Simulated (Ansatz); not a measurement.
# PbS (Galena): the cost of one run

Program: the Python package of Ansatz 0.2.0. Level of theory: DFT r2SCAN, plane waves, PAW. These are calculated values, not measurements.

The COD entry's cell or inner coordinates are ideal or old and differ from later refinements, so a difference from it is no clean test against experiment.

### 1 The structure

The structure is cubic, space group Fm-3m (No. 225). The conventional cell has a = 5.931 Å, b = 5.931 Å, c = 5.931 Å, α = 90.00°, β = 90.00°, γ = 90.00°. Pb (site symmetry m-3m) is surrounded by 6 S at 2.97 Å. S (site symmetry m-3m) is surrounded by 6 Pb at 2.97 Å.

No structure file is read: the coordinates are typed or built in the script.

### 2 The script

Input file pbs.py:

```python
from dataclasses import dataclass

import ansatz as az
import numpy as np
from pymatgen.core import Lattice, Structure
from pymatgen.io.ase import AseAtomsAdaptor


@dataclass(frozen=True)
class Settings:
    xc: str = "r2scan"
    ecut: int = 500
    kgrid: tuple[int, ...] = (2, 2, 2)
    scf_tol: float = 1e-09
    smearing: str = "fermi_dirac"
    sigma: float = 0.02


opts = Settings()

pmg_structure = Structure(
    Lattice([(0.0, 2.96575, 2.96575), (2.96575, 0.0, 2.96575), (2.96575, 2.96575, 0.0)]),
    ["Pb", "S"],
    [
        (0.0, 0.0, 0.0),
        (0.5, 0.5, 0.5),
    ],
)
crystal = az.Crystal.from_ase(AseAtomsAdaptor.get_atoms(pmg_structure))
host = crystal.supercell(2)
defective = host.substitution("S", at=(0.0, 0.0, 0.0), replaces="Pb")

def prepare(structure):
    return (
        structure.calculation()
        .functional(opts.xc)
        .basis(opts.ecut)
        .kpoints(*opts.kgrid)
        .scf(tolerance=opts.scf_tol)
        .occupations(opts.smearing, width=opts.sigma)
        .band_table()
    )


perfect = prepare(host).run().report
job = (
    prepare(defective)
    .charge(2)
    .charged_corrections(epsilon=5.0)
    .forces()
)
outcome = job.run()
r = outcome.report

n_host, n_defect = len(perfect["lattice"]["sites"]), len(r["lattice"]["sites"])
print(f"perfect cell: {n_host} atoms, F = {perfect['free_energy_ev']:.4f} eV")
print(f"defect cell:  {n_defect} atoms, F = {r['free_energy_ev']:.4f} eV")
print(f"difference {r['free_energy_ev'] - perfect['free_energy_ev']:.4f} eV (no chemical potentials)")
print(f"point-charge correction {outcome.charged_corrections().monopole_ev:.3f} eV at charge {2:+d}")

for site in outcome.lattice.sites:
    print(f"{site.symbol:2s}", " ".join(f"{v:8.4f}" for v in site.position_ang))
```

### 3 Running it

Run with:

```sh
$ python pbs.py
```

**Question.** How long does this script take on 1 thread of Arm Neoverse V1, shared host, and how much memory does it need?

About 43 s, with a peak of 1.9 GiB.
